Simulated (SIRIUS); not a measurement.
A run of SIRIUS 7.10.0 is set up as follows.

The input sirius.json:

```json
{
  "control": {
    "processing_unit": "cpu",
    "verbosity": 2,
    "num_bands_to_print": 25,
    "print_forces": true,
    "print_stress": true
  },
  "parameters": {
    "electronic_structure_method": "pseudopotential",
    "xc_functionals": ["XC_GGA_X_PBE", "XC_GGA_C_PBE"],
    "gk_cutoff": 9.1,
    "pw_cutoff": 18.2,
    "ngridk": [9, 9, 5],
    "shiftk": [0, 0, 0],
    "smearing": "fermi_dirac",
    "smearing_width": 0.0018374661,
    "num_bands": 25,
    "num_mag_dims": 0,
    "num_dft_iter": 100,
    "energy_tol": 1e-08,
    "density_tol": 1e-06
  },
  "iterative_solver": {
    "type": "davidson",
    "min_tolerance": 1e-09,
    "tolerance_scale": [0.1, 0.25]
  },
  "mixer": {
    "type": "anderson",
    "beta": 0.7,
    "max_history": 8
  },
  "settings": {
    "tol_ne": 1e-10,
    "pseudo_grid_cutoff": 6.5
  },
  "unit_cell": {
    "lattice_vectors": [
      [6.408961311869, 0.0, 0.0],
      [-3.204480655934, 5.550323307929, 0.0],
      [0.0, 0.0, 9.996751354755]
    ],
    "atom_coordinate_units": "lattice",
    "atom_types": ["Zr", "C"],
    "atom_files": {
      "C": "C.json",
      "Zr": "Zr.json"
    },
    "atoms": {
      "Zr": [
        [0.6666666667, 0.3333333333, 0.75],
        [0.3333333333, 0.6666666667, 0.25]
      ],
      "C": [
        [0.0, 0.0, 0.5],
        [0.0, 0.0, 0.0]
      ]
    }
  }
}
```

Potentials or basis: PseudoDojo 0.4.1 PBE standard (scalar relativistic).

Launch:

```console
$ upf_to_json C.upf
$ upf_to_json Zr.upf
$ OMP_NUM_THREADS=1 sirius.scf --input=sirius.json --output=out.json --task=0
```

Q: What does it give for the pressure?

A: -2.1 GPa.

Q: Estimate the band gap on the k mesh.

A: None (metal or under the smearing width).

Stress tensor (GPa, compression positive):
```
-2.95  0.00  0.00
 0.00 -2.95  0.00
 0.00  0.00 -0.39
```
